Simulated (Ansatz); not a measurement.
The system is Pt.

```
Pt
1.0
     0.00000    1.96090    1.96090
     1.96090    0.00000    1.96090
     1.96090    1.96090    0.00000
Pt
1
Direct
  0.00000 0.00000 0.00000
```

- Program: Ansatz 0.2.0
- Task: relaxation of cell and atoms
- Functional: BLYP
- Dispersion: D4
- Potentials or basis: Ansatz PAW
- Cutoff: 420 eV (not typed: the program's choice for these potentials)
- k mesh: 12 × 12 × 12
- Occupations: fermi-dirac, width 0.05 eV
- Spin: no spin polarisation

At the start: volume 15.08 Å³/atom.

Task: Where does the relaxation end?

Result: It ends after 5 steps and the volume is 15.64 Å³/atom (+3.7 %); space group Fm-3m (No. 225, to 0.05 Å).

Step by step:
```tsv
step	energy change (eV)	largest force (eV/Å)	volume (Å³)
1	0.0000	0.0000	15.08
2	-0.0162	0.0000	15.72
3	-0.0165	0.0000	15.65
4	-0.0165	0.0000	15.64
5	-0.0167	0.0000	15.64
```

Final structure:
```yaml
crystal:
  lattice:
    - [0.00000, 1.98492, 1.98492]
    - [1.98492, 0.00000, 1.98492]
    - [1.98492, 1.98492, 0.00000]
  atoms:
    - { symbol: Pt, position: [0.00000, 0.00000, 0.00000] }
```

Caveat: the plane-wave basis is chosen anew once the cell has moved, so the energies of steps on either side of that aren't comparable; the PAW data sets come from PBE, with cores solved anew for the run's functional, which leaves a small shift of forces and pressure.
